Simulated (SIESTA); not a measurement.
The system is As.

```
As
1.0
     2.70368    0.00000    0.00000
     0.00000    2.70368    0.00000
     0.00000    0.00000    2.70368
As
1
Direct
  0.50000 0.50000 0.50000
```

This isn't the form of As at room conditions, which is rhombohedral.

* Program: SIESTA 5.4.2
* Task: single point
* Functional: PBE
* Potentials or basis: PseudoDojo 0.4 standard (PBE files)
* Basis: DZP (energy shift 0.002 Ry)
* Grid cutoff: 500 Ry
* Energy shift: 0.002 Ry
* k mesh: 10 × 10 × 10
* Occupations: fermi-dirac, width 0.05 eV
* Spin: no spin polarisation

On this cell: pressure 7.9 GPa; band gap on the k mesh none (metal or under the smearing width).

The same run follows on a disturbed copy (cell strained at random at fixed volume):

```
As
1.0
     2.71004   -0.01738   -0.01186
    -0.01738    2.72970    0.03326
    -0.01186    0.03326    2.67219
As
1
Direct
  0.48435 0.50553 0.49638
```

Problem. What changes?

Solution. The energy (extrapolated to zero smearing) moves by +4.3 meV/atom; pressure 7.8 GPa; band gap on the k mesh none (metal or under the smearing width).

Stress tensor (GPa, compression positive):
```
 7.46  0.26  0.41
 0.26  5.62 -0.82
 0.41 -0.82 10.44
```

Caveats: semicore shells carry a single zeta, which can move pressures by several GPa and volumes by a few percent; the basis of atomic orbitals isn't converged, which shifts pressures, moduli and gaps.
